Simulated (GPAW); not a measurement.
**BP (F-43m): G0W0 with GPAW, start to end**

How does a plane-wave GW calculation on BP (F-43m) run from the first input to the gap?

Calculated with GPAW 26.7.0; PBE and many-body steps on it, plane waves.

**1. Starting point**

The structure is cubic, space group F-43m (No. 216). Conventional cell: a = 4.538 Å, b = 4.538 Å, c = 4.538 Å, α = 90.00°, β = 90.00°, γ = 90.00°. Nearest to B lie 4 P at 1.97 Å. Nearest to P lie 4 B at 1.97 Å. Farther neighbours are not listed.

As a file:

```cif
data_structure
_symmetry_space_group_name_H-M 'P 1'
_symmetry_Int_Tables_number 1
_cell_length_a 3.2089
_cell_length_b 3.2089
_cell_length_c 3.2089
_cell_angle_alpha 60.000
_cell_angle_beta 60.000
_cell_angle_gamma 60.000
_cell_volume 23.36
loop_
_atom_site_label
_atom_site_type_symbol
_atom_site_fract_x
_atom_site_fract_y
_atom_site_fract_z
_atom_site_occupancy
B1 B 0.00000 0.00000 0.00000 1
P2 P 0.25000 0.25000 0.25000 1
```

The cell and positions come from the Crystallography Open Database and are kept as given unless a step says otherwise.

**2. Ground state**

This step: GPAW 26.7.0; DFT, PBE, plane waves, PAW.

The ground-state density comes first.

File run.py:

```python
import json
import numpy as np
from gpaw.mpi import world
from ase import Atoms
from gpaw import GPAW, PW, FermiDirac

atoms = Atoms(['B', 'P'],
    cell=[[0.0000000000, 2.2690000000, 2.2690000000],
      [2.2690000000, 0.0000000000, 2.2690000000],
      [2.2690000000, 2.2690000000, 0.0000000000]],
    scaled_positions=[[0.0000000000, 0.0000000000, 0.0000000000],
      [0.2500000000, 0.2500000000, 0.2500000000]],
    pbc=(True, True, True))
calc = GPAW(mode=PW(600),
    xc='PBE',
    kpts={'size': (8, 8, 8), 'gamma': True},
    occupations=FermiDirac(0.001),
    nbands=-7,
    convergence={'density': 1e-6, 'bands': -3},
    maxiter=100,
    txt='gs.txt')
atoms.calc = calc
res = {'energy': atoms.get_potential_energy()}
kpts = calc.get_ibz_k_points()
res['kpts'] = kpts
res['eigenvalues'] = [calc.get_eigenvalues(kpt=k) for k in range(len(kpts))]
res['n_electrons'] = calc.get_number_of_electrons()
calc.write('gs.gpw')

if world.rank == 0:
    with open('result.json', 'w') as f:
        json.dump(res, f, default=lambda x: x.tolist())
```

Run with:

```console
$ mpirun -n 8 gpaw python run.py
```

Log:

```text
__  _  _
 | _ |_)|_||  |
 |__||  | ||/\| - 26.7.0

Input parameters:
  mode=PW(ecut=600.0),
  convergence={'density': 1e-06, 'bands': -3},
  kpts=MonkhorstPack(size=(8, 8, 8), gamma=True),
  maxiter=100,
  nbands=-7,
  occupations=Occupations(name='fermi-dirac', width=0.001, fixmagmom=False),
  xc=XC(name='PBE')
  [... matrices ...]
Diagonalizing LCAO Hamiltonian
Converting LCAO to pw mode

           P
       B

Atoms  # Å, Bohr magnetons
|   | symbol |        x |        y |        z |    initial magnetic moments |
| 0 |      B | 0.000000 | 0.000000 | 0.000000 | ( 0.0000,  0.0000,  0.0000) |
| 1 |      P | 1.134500 | 1.134500 | 1.134500 | ( 0.0000,  0.0000,  0.0000) |

Unit cell  # Å
| periodic |        x |        y |        z |  lengths |    angles |
|      yes | 0.000000 | 2.269000 | 2.269000 | 3.208851 | 60.000000 |
|      yes | 2.269000 | 0.000000 | 2.269000 | 3.208851 | 60.000000 |
|      yes | 2.269000 | 2.269000 | 0.000000 | 3.208851 | 60.000000 |

Number of symmetries: 24
Symmetry operations  # r_c * U_cc + t_c -> r_c
|    | kind |            matrix            |
|  0 |  E   |  1, 0, 0,  0, 1, 0,  0, 0, 1 |
|  1 |  σ   |  1, 0, 0,  0, 0, 1,  0, 1, 0 |
|  2 |  σ   |  1, 0,-1,  0, 1,-1,  0, 0,-1 |
|  3 |  C3  |  1, 0,-1,  0, 0,-1,  0, 1,-1 |
|  4 |  C3  |  1,-1, 0,  0,-1, 1,  0,-1, 0 |
|  5 |  σ   |  1,-1, 0,  0,-1, 0,  0,-1, 1 |
|  6 |  σ   |  0, 1, 0,  1, 0, 0,  0, 0, 1 |
|  7 |  C3  |  0, 1, 0,  0, 0, 1,  1, 0, 0 |
|  8 |  C2  |  0, 1,-1,  1, 0,-1,  0, 0,-1 |
|  9 |  S4  |  0, 1,-1,  0, 0,-1,  1, 0,-1 |
| 10 |  C3  |  0, 0, 1,  1, 0, 0,  0, 1, 0 |
| 11 |  σ   |  0, 0, 1,  0, 1, 0,  1, 0, 0 |
| 12 |  S4  |  0, 0,-1,  1, 0,-1,  0, 1,-1 |
| 13 |  C3  |  0, 0,-1,  0, 1,-1,  1, 0,-1 |
| 14 |  S4  |  0,-1, 1,  1,-1, 0,  0,-1, 0 |
| 15 |  C2  |  0,-1, 1,  0,-1, 0,  1,-1, 0 |
| 16 |  C3  |  0,-1, 0,  1,-1, 0,  0,-1, 1 |
| 17 |  S4  |  0,-1, 0,  0,-1, 1,  1,-1, 0 |
| 18 |  S4  | -1, 1, 0, -1, 0, 1, -1, 0, 0 |
| 19 |  C3  | -1, 1, 0, -1, 0, 0, -1, 0, 1 |
| 20 |  C3  | -1, 0, 1, -1, 1, 0, -1, 0, 0 |
| 21 |  S4  | -1, 0, 1, -1, 0, 0, -1, 1, 0 |
| 22 |  σ   | -1, 0, 0, -1, 1, 0, -1, 0, 1 |
| 23 |  C2  | -1, 0, 0, -1, 0, 1, -1, 1, 0 |

BZ-sampling:
  Number of BZ points: 512
  Number of IBZ points: 29

  Monkhorst-Pack size: [8, 8, 8]
  Monkhorst-Pack shift: [0.0625, 0.0625, 0.0625]

K-points  # in reciprocal-cell coordinates
|     |                                coordinates |     weight |
|   0 | (  0.00000000,   0.00000000,   0.00000000) | 0.00195312 |
|   1 | (  0.12500000,   0.12500000,   0.00000000) | 0.01171875 |
|   2 | (  0.12500000,   0.12500000,   0.12500000) | 0.01562500 |
|   3 | (  0.25000000,   0.12500000,   0.12500000) | 0.02343750 |
|   4 | (  0.25000000,   0.25000000,   0.00000000) | 0.01171875 |
|   5 | (  0.25000000,   0.25000000,   0.12500000) | 0.04687500 |
|   6 | (  0.25000000,   0.25000000,   0.25000000) | 0.01562500 |
|   7 | (  0.37500000,   0.25000000,  -0.37500000) | 0.04687500 |
|   8 | (  0.37500000,   0.25000000,   0.12500000) | 0.04687500 |
|   9 | (  0.37500000,   0.25000000,   0.25000000) | 0.04687500 |
| ... |                                            |            |
|  28 | (  0.50000000,   0.50000000,   0.50000000) | 0.00781250 |

Plane wave coefficients: 799
Cutoff: 600.0 eV

Spin-components: 1 (collinear spins)
Bands:           11
Projectors:      10
Spin-degeneracy: 2
Datatype:        complex128

  Storage: CPU
  Wave functions: 3_822_896 bytes (477_862 per core)
  Projectors: 7_298_256 bytes (912_282 per core)
  [... matrices ...]
Parallelization:
  kpt:    8
  domain: 1
  band:   1

Density:
  Valence electrons: 8.0
  Components: 1
  Grid points: [20 20 20]
  Charge: 0.0  # |e|

Potential:
  Grid points: [20 20 20]

species:
  B:
    name:    Boron
    Z:       5.0
    valence: 3
    core:    2
    charge:  0.0  # [|e|]
    compensation charges:
      type: gauss
      rc: 0.20  # [Å]
      lmax: 2
    cutoffs:
      filter: 1.14  # [Å]
      core: 1.38  # [Å]
    projectors
    | kind |    occ | energy [eV] | rcut [Å] |
    |   2s |  2.000 |      -9.443 |    0.635 |
    |   2p |  1.000 |      -3.606 |    0.635 |
    |    s |        |      17.768 |    0.635 |
    |    p |        |      23.605 |    0.635 |
    |    d |        |       0.000 |    0.635 |

    Using partial waves for B as LCAO basis

  P:
    name:    Phosphorus
    Z:       15.0
    valence: 5
    core:    10
    charge:  0.0  # [|e|]
    compensation charges:
      type: gauss
      rc: 0.30  # [Å]
      lmax: 2
    cutoffs:
      filter: 1.69  # [Å]
      core: 1.81  # [Å]
    projectors
    | kind |    occ | energy [eV] | rcut [Å] |
    |   3s |  2.000 |     -13.968 |    0.953 |
    |   3p |  3.000 |      -5.506 |    0.953 |
    |    s |        |      13.244 |    0.953 |
    |    p |        |      21.705 |    0.953 |
    |    d |        |       0.000 |    0.953 |

    Using partial waves for P as LCAO basis

Reference energy: -9972.403226  # eV

eigensolver:
  PPCG
  Converge bands: -3
  niter=2

density mixing:
  MSR1-Mixer
  Pratt-step length: 0.05
  Maximum mixing coefficient: 0.75
  Old densities: 10
  SVD Regularization: 0.005
  Good broyden scale: 1.0
  Trust region scale: 1.0
  Backstep threshold: 4.0
  History deletion threshold: 6.0
  Fourier metric: weight=20.0, sigma=0.015

occupation numbers:
  Fermi-Dirac:
    width: 0.0010  # eV

poisson solver:
  ecut: 4800.0  # eV

xc functional:
  name: PBE with 2 nearest neighbor stencil

Initialization done in: 0.646 s

convergence criteria:
- Maximum integral of absolute [dens]ity change: 1e-06 electrons / valence electron
- Maximum [total energy] change in last 3 cyles: 0.0005 eV / valence electron
- Maximum integral of absolute [eigenst]ate change: 4e-08 eV^2 / valence electron
maximum number of iterations: 100

SCF iterations
|iter     |     time |      energy | eigst |  dens |
|iter:   1|  |  -13.497310 | +1.36 |       |
|iter:   2|  |  -13.385476 | -0.14 | -0.71 |
|iter:   3|  |  -12.889436 | -0.91 | -0.74 |
|iter:   4|  |  -12.883553 | -2.60 | -1.44 |
|iter:   5|  |  -12.883643 | -3.49 | -1.94 |
|iter:   6|  |  -12.883672c| -4.79 | -2.61 |
|iter:   7|  |  -12.883673c| -6.49 | -3.72 |
|iter:   8|  |  -12.883673c| -7.85c| -4.32 |
|iter:   9|  |  -12.883673c| -8.76c| -5.66 |
|iter:  10|  |  -12.883673c| -9.28c| -6.12c|

Converged in 10 steps
SCF loop duration: 0.667 s (0.067 s/step)
Energy contributions relative to reference atoms: (reference = -9972.403226)
  [... matrices ...]
Energy contributions:
  Kinetic:          13.582289
  Coulomb:         -11.831714
  Zero:             -0.026616
  External:          0.000000
  Xc:              -14.607632
  Entropy:          -0.000000
  Spinorbit:         0.000000
  ----------------------------
  Free energy:     -12.883673
  Extrapolated:    -12.883673

dipole moment: (-10.597708, -10.597708, -10.597708)  # |e|*Ang

Fermi level: 8.969
Eigenvalues  # (at kpt = [0.000, 0.000, 0.000])
| band index |      eig [eV] | occ [0-2] |
|          0 |        -7.248 |     2.000 |
|          1 |         8.211 |     2.000 |
|          2 |         8.211 |     2.000 |
|          3 |         8.211 |     2.000 |
|          4 |        11.616 |     0.000 |
|          5 |        11.616 |     0.000 |
|          6 |        11.616 |     0.000 |
|          7 |        15.607 |     0.000 |
|          8 |        19.769 |     0.000 |
|          9 |        20.238 |     0.000 |
|         10 |        20.238 |     0.000 |

Gap: 1.275 eV
Transition (v -> c):
  (s=0, k=0, n=3, [0.00, 0.00, 0.00]) -> (s=0, k=12, n=4, [0.38, 0.38, 0.00])
Direct/indirect transitions are different
Direct gap: 3.405 eV
Transition at: (s=0, k=0, n=3, [0.00, 0.00, 0.00])
# Writing to gs.gpw (mode='')
  [... matrices ...]
```

It took 2.6 s on 8 MPI ranks of Arm Neoverse V2, shared host; peak memory 1.3 GiB; 20 s of CPU time.

This step gave:

```
total energy               : -12.88 eV
gap                        : 1.275 eV
k of the valence top       : 0, 0, 0
k of the conduction bottom : 0.375, 0.375, 0
least direct gap           : 3.405 eV
```

The gap is indirect, with the least direct gap 2.13 eV higher.

**3. Bands along the symmetry lines**

Levels along a band path, at the cheap level, show where the edges lie and whether the meshes to come will hold them.

File run.py:

```python
import json
import numpy as np
from gpaw.mpi import world
from gpaw import GPAW

path = [[0.000000, 0.000000, 0.000000],
    [-0.062500, -0.062500, 0.000000],
    [-0.125000, -0.125000, 0.000000],
    [-0.187500, -0.187500, 0.000000],
    [-0.250000, -0.250000, 0.000000],
    [-0.312500, -0.312500, 0.000000],
    [-0.375000, -0.375000, 0.000000],
    [-0.437500, -0.437500, 0.000000],
    [-0.500000, -0.500000, 0.000000],
    [-0.484375, -0.484375, 0.031250],
    [-0.468750, -0.468750, 0.062500],
    [-0.453125, -0.453125, 0.093750],
    [-0.437500, -0.437500, 0.125000],
    [-0.421875, -0.421875, 0.156250],
    [-0.406250, -0.406250, 0.187500],
    [-0.390625, -0.390625, 0.218750],
    [-0.375000, -0.375000, 0.250000],
    [-0.375000, 0.000000, 0.375000],
    [-0.328125, 0.000000, 0.328125],
    [-0.281250, 0.000000, 0.281250],
    [-0.234375, 0.000000, 0.234375],
    [-0.187500, 0.000000, 0.187500],
    [-0.140625, 0.000000, 0.140625],
    [-0.093750, 0.000000, 0.093750],
    [-0.046875, 0.000000, 0.046875],
    [0.000000, 0.000000, 0.000000],
    [0.000000, 0.000000, 0.062500],
    [0.000000, 0.000000, 0.125000],
    [0.000000, 0.000000, 0.187500],
    [0.000000, 0.000000, 0.250000],
    [0.000000, 0.000000, 0.312500],
    [0.000000, 0.000000, 0.375000],
    [0.000000, 0.000000, 0.437500],
    [0.000000, 0.000000, 0.500000],
    [-0.062500, -0.031250, 0.468750],
    [-0.125000, -0.062500, 0.437500],
    [-0.187500, -0.093750, 0.406250],
    [-0.250000, -0.125000, 0.375000],
    [-0.312500, -0.156250, 0.343750],
    [-0.375000, -0.187500, 0.312500],
    [-0.437500, -0.218750, 0.281250],
    [-0.500000, -0.250000, 0.250000],
    [-0.500000, -0.281250, 0.218750],
    [-0.500000, -0.312500, 0.187500],
    [-0.500000, -0.343750, 0.156250],
    [-0.500000, -0.375000, 0.125000],
    [-0.500000, -0.406250, 0.093750],
    [-0.500000, -0.437500, 0.062500],
    [-0.500000, -0.468750, 0.031250],
    [-0.500000, -0.500000, 0.000000]]
calc = GPAW('gs.gpw').fixed_density(kpts=path,
    symmetry='off',
    nbands=14,
    convergence={'bands': 10},
    txt='bands.txt')
res = {}
kpts = calc.get_ibz_k_points()
res['kpts'] = kpts
res['eigenvalues'] = [calc.get_eigenvalues(kpt=k) for k in range(len(kpts))]
res['n_electrons'] = calc.get_number_of_electrons()

if world.rank == 0:
    with open('result.json', 'w') as f:
        json.dump(res, f, default=lambda x: x.tolist())
```

Run with:

```console
$ mpirun -n 8 gpaw python run.py
```

Log:

```text
Diagonalizing LCAO Hamiltonian
Converting LCAO to pw mode
convergence criteria:
- Maximum integral of absolute [eigenst]ate change: 4e-08 eV^2 / valence electron
maximum number of iterations: 100

SCF iterations
|iter     |     time |      energy | eigst |  dens |
|iter:   1|  |             | +2.01 |       |
|iter:   2|  |             | +0.99 |       |
|iter:   3|  |             | +0.09 |       |
[...]
|iter:   7|  |             | -5.76 |       |
|iter:   8|  |             | -7.24 |       |
|iter:   9|  |             | -8.25c|       |
SCF steps: 9
  __  _  _
 | _ |_)|_||  |
 |__||  | ||/\| - 26.7.0

Input parameters:
  mode=PW(ecut=600.0),
  convergence={'bands': 10},
  gpts=array([20, 20, 20]),
  kpts=KPoints(kpts=array([[ 0.      ,  0.      ,  0.      ],
         [-0.0625  , -0.0625  ,  0.      ],
         [-0.125   , -0.125   ,  0.      ],
         [-0.1875  , -0.1875  ,  0.      ],
[...]
[-0.484375, -0.484375,  0.03125 ],
[...]
[-0.453125, -0.453125,  0.09375 ],
[...]
[-0.421875, -0.421875,  0.15625 ],
[...]
[-0.390625, -0.390625,  0.21875 ],
[...]
[-0.328125,  0.      ,  0.328125],
[...]
[-0.234375,  0.      ,  0.234375],
[...]
[-0.140625,  0.      ,  0.140625],
[...]
[-0.046875,  0.      ,  0.046875],
         [ 0.      ,  0.      ,  0.      ],
         [ 0.      ,  0.      ,  0.0625  ],
         [ 0.      ,  0.      ,  0.125   ],
[...]
[ 0.      ,  0.      ,  0.4375  ],
         [ 0.      ,  0.      ,  0.5     ],
[...]
[-0.5     , -0.4375  ,  0.0625  ],
         [-0.5     , -0.46875 ,  0.03125 ],
         [-0.5     , -0.5     ,  0.      ]])),
  maxiter=100,
  nbands=14,
  occupations=Occupations(name='fermi-dirac', width=0.001, fixmagmom=False),
  parallel={},
  symmetry=Symmetry(point_group=False, time_reversal=False),
  xc=XC(name='PBE')
  [... matrices ...]
timing:  # [seconds]
  Total: 0.020  # ━━━━━━━━━━━━━━━━━━━━━━━━━━━━━━━━━━━━━━━━━━━━━━━━━━━━━━━━━━━
```

The job ended after 2.6 s (8 MPI ranks; peak memory 1.4 GiB; 20 s of CPU time).

This step gave:

| Property | Result |
| --- | --- |
| gap | 1.253 eV |
| k of the valence top | 0, 0, 0 |
| k of the conduction bottom | -0.4375, -0.4375, 0 |
| least direct gap | 3.405 eV |

The gap is 1.253 eV, −0.022 eV from the run before at this level.

The electronic bands at the labelled points (eV, zero at the top of the highest filled band; v1 is the highest filled band, c1 the lowest empty one):

```
    point      v4     v3     v2     v1    c1    c2     c3     c4
        Γ  -15.46   0.00   0.00   0.00  3.41  3.41   3.41   7.40
  halfway  -13.98  -3.69  -2.73  -2.73  1.82  4.95   7.72   7.72
        X  -10.60  -8.58  -4.11  -4.11  1.34  1.66  12.09  12.09
  halfway  -10.54  -8.46  -5.06  -3.96  1.64  3.00  11.34  11.64
        U  -10.61  -8.16  -6.22  -3.50  2.15  6.00   9.72  10.60
jump to K  -10.61  -8.16  -6.22  -3.50  2.15  6.00   9.72  10.60
  halfway  -13.81  -4.91  -3.87  -1.08  4.56  5.09   6.13   8.32
        Γ  -15.46   0.00   0.00   0.00  3.41  3.41   3.41   7.40
  halfway  -14.35  -4.84  -1.12  -1.12  4.00  4.76   4.76   9.64
        L  -12.13  -9.03  -1.76  -1.76  3.78  4.71   4.71  10.16
  halfway  -11.48  -8.45  -4.52  -3.11  4.19  5.20   8.30   9.79
        W  -10.33  -8.05  -5.67  -5.47  5.33  6.76   7.25   7.45
  halfway  -10.47  -8.36  -4.93  -4.86  2.89  3.37  10.22  11.01
        X  -10.60  -8.58  -4.11  -4.11  1.34  1.66  12.09  12.09
```

The electronic bands as a text plot (rows in eV, shown from -8.0 to 7.3 only):

```
    6.9 |                   ++++                     +    +
    6.3 |    +            +   +++                       ++
    5.7 |                                           +  +   +
    5.0 |  ++ ++         +      +++         +++++ +++++ +++++
    4.4 |                     +++++++      +     +++ +++    +
    3.8 | +     ++      +          +++  +++++++++++++
    3.1 |++            +    ++        ++                     +
    2.5 |  +++    +        +                                  +
    1.9 |     ++   ++++++++                                    ++
    1.2 |       +++++++                                         +
    0.6 |
   -0.1 |**                        ******
   -0.7 | *                      **  *  ****
   -1.3 |  **                   *  **       ****
   -2.0 |    *                **   **    **     *****
   -2.6 |    ***            **   **                 **
   -3.2 |       **        **     **        *          *
   -3.9 |     **  ********      *                    * *        *
   -4.5 |             *                               * *     **
   -5.1 |       **     **     ***           *          * * ***
   -5.8 |                *  **                          ****
   -6.4 |         *       **  **             **
   -7.0 |                   **
   -7.7 |          **      *                   *
         Γ           X  U|K            Γ         L        W     X
```

**4. Empty states on the mesh, 6×6×6 mesh, 132 bands**

The sums over transitions need many empty states on a uniform mesh; this step solves for them.

File run.py:

```python
import json
import numpy as np
from gpaw.mpi import world
from gpaw import GPAW

calc = GPAW('gs.gpw').fixed_density(kpts={'size': (6, 6, 6), 'gamma': True},
    parallel={'domain': 1, 'band': 1},
    txt='nscf.txt')
calc.diagonalize_full_hamiltonian(nbands=132)
calc.write('full.gpw', mode='all')
res = {}
kpts = calc.get_ibz_k_points()
res['kpts'] = kpts
res['eigenvalues'] = [calc.get_eigenvalues(kpt=k) for k in range(len(kpts))]
res['n_electrons'] = calc.get_number_of_electrons()

if world.rank == 0:
    with open('result.json', 'w') as f:
        json.dump(res, f, default=lambda x: x.tolist())
```

Run with:

```console
$ mpirun -n 8 gpaw python run.py
```

Log:

```text
Diagonalizing LCAO Hamiltonian
Converting LCAO to pw mode
convergence criteria:
- Maximum integral of absolute [eigenst]ate change: 4e-08 eV^2 / valence electron
maximum number of iterations: 100

SCF iterations
|iter     |     time |      energy | eigst |  dens |
|iter:   1|  |             | +1.40 |       |
|iter:   2|  |             | -0.01 |       |
|iter:   3|  |             | -1.74 |       |
|iter:   4|  |             | -3.30 |       |
|iter:   5|  |             | -4.63 |       |
|iter:   6|  |             | -5.88 |       |
|iter:   7|  |             | -6.91 |       |
|iter:   8|  |             | -7.94c|       |
SCF steps: 8
  __  _  _
 | _ |_)|_||  |
 |__||  | ||/\| - 26.7.0

Input parameters:
  mode=PW(ecut=600.0),
  convergence={'density': 1e-06, 'bands': -3},
  gpts=array([20, 20, 20]),
  kpts=MonkhorstPack(size=(6, 6, 6), gamma=True),
  maxiter=100,
  nbands=11,
  occupations=Occupations(name='fermi-dirac', width=0.001, fixmagmom=False),
  parallel={'domain': 1, 'band': 1},
  xc=XC(name='PBE')
Matrix size: 785x785
# Writing to full.gpw (mode='all')
  [... matrices ...]

timing:  # [seconds]
  Total: 1.092  # ━━━━━━━━━━━━━━━━━━━━━━━━━━━━━━━━━━━━━━━━━━━━━━━━━━━━━━━━━━━
```

Wall time 3.2 s (8 MPI ranks); peak memory 1.4 GiB.

Numbers from this step:

```
gap                                                           : 1.338 eV
k of the valence top                                          : 0, 0, 0
k of the conduction bottom                                    : 0.5, 0.5, 0
least direct gap                                              : 3.405 eV
k points computed                                             : 16
lowest point of the top converged band, above the valence top : 159.9304 eV
```

On this mesh the gap is 1.338 eV. The earlier step found 1.275 eV, so this mesh misses an edge.

(Part 1 of 2 ends here.)

[Paths, hosts, dates, memory and timing lines, banners, echoed tables and standing remarks are left out of the program output.]

[Logs are printed without paths, hosts, clocks, repeated set-up lines and the standing remarks that a program may print on its own settings, such as how far it seeks lower states.]

[Runs of the session that timed out or met a known fault of the program may be left out.]

[Hosts, paths, dates, database ids (printed as entryN), source tags and the programs' standing remarks are cut or masked in the printed files.]
